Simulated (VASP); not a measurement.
# Ta₂N, phonons at the zone centre: which settings are enough?

Ta₂N, P-3m1 (no. 164), 3 atoms in the cell. R2SCAN, zone-centre phonons; PAW potentials Ta_pv, N (PBE set). VASP 6.6.1.

Wanted: optical modes within 5 cm⁻¹.

Geometry: relaxed with this functional.

POSCAR:
```
Ta2N
1.0
    3.0787418625      0.0000000000      0.0000000000
   -1.5393709312      2.6662686646      0.0000000000
    0.0000000000      0.0000000000      4.8961917770
Ta N
2 1
Direct
    0.3333333333      0.6666666667      0.2569558072
    0.6666666667      0.3333333333      0.7430441928
    0.0000000000      0.0000000000      0.0000000000
```

The series start from Plane-wave cutoff (eV): 520; k mesh: 11x11x6; Smearing width (eV): 0.1; SCF threshold (eV): 1e-7; Precision mode: Accurate; Method: finite differences with symmetry (IBRION 6, NFREE 2, POTIM 0.015); Projectors in real space: False; Electronic algorithm: Normal; Extra support grid: no. Each series keeps the choices made before it, and each single choice may use up half of a tolerance.

## Plane-wave cutoff (eV)

| Plane-wave cutoff (eV) | Optical modes, largest deviation (cm⁻¹) | SCF iterations | Time (s) |
|---|---|---|---|
| 320 | 6.2 | 106 | 269 |
| 400 | 0.9 | 111 | 261 |
| 460 | 0.6 | 107 | 432 |
| 520 | 0.5 | 112 | 479 |
| 600 | 0.5 | 107 | 665 |
| 720 (reference) | 0.0 | 108 | 850 |

## k mesh

| k mesh | Optical modes, largest deviation (cm⁻¹) | SCF iterations | Time (s) |
|---|---|---|---|
| 3x3x2 | 157.9 | 118 | 53 |
| 4x4x3 | 462.3 | 118 | 68 |
| 6x6x3 | 58.6 | 116 | 91 |
| 7x7x4 | 12.9 | 117 | 123 |
| 9x9x5 | 21.6 | 115 | 182 |
| 11x11x6 | 20.2 | 111 | 261 |
| 14x14x8 | 8.9 | 116 | 538 |
| 18x18x10 (reference) | 0.0 | 116 | 987 |

## Question

The rows run from the loosest to the tightest. For each series: choose the loosest value from which every tighter one stays within half of the tolerance.

## Answer

- Plane-wave cutoff (eV): 400
- k mesh: 18x18x10, the tightest run, since the next looser one is off by more than half of the tolerance (convergence isn't shown beyond it)

## All choices together

| Input | Optical modes, largest deviation (cm⁻¹) | Time (s) |
|---|---|---|
| program defaults, KSPACING-like mesh of 0.5 per A (naive) | 141.9 | 21 |
| chosen settings | 0.8 | 987 |
| reference settings throughout | 0.0 | 2943 |

The chosen settings stay within the tolerance of the reference run, but the reference itself isn't shown to be converged in: k mesh, Smearing width (eV), SCF threshold (eV).

Values of the reference run: Optical modes: 109.3, 109.3, 212.5, 501.2, 501.2, 557.2 cm⁻¹.

## The input

INCAR:
```
ADDGRID = F ; ALGO = Normal
EDIFF = 1E-7 ; ENCUT = 400
IBRION = 6 ; ISIF = 2
ISMEAR = 1 ; KPAR = 4
LASPH = T ; LCHARG = F
LMIXTAU = T ; LREAL = F
LWAVE = F ; METAGGA = R2SCAN
NELM = 120 ; NFREE = 2
NSW = 1 ; POTIM = 0.015
PREC = Accurate ; SIGMA = 0.1
```

KPOINTS:
```
Automatic mesh
0
Gamma
  18 18 10
  0 0 0
```

Commands:
```
cat potpaw_PBE.64/Ta_pv/POTCAR potpaw_PBE.64/N/POTCAR > POTCAR
mpirun -np 4 vasp_std > vasp.out
```

The chosen input took VASP 6.6.1 987 s on 4 cores (AMD EPYC 9R45 (Zen 5)), a shared host.

## An input that fails: too few electronic steps

It gives no converged result.

Changes against the starting input:
```
- NELM = 120
+ NELM = 4
```
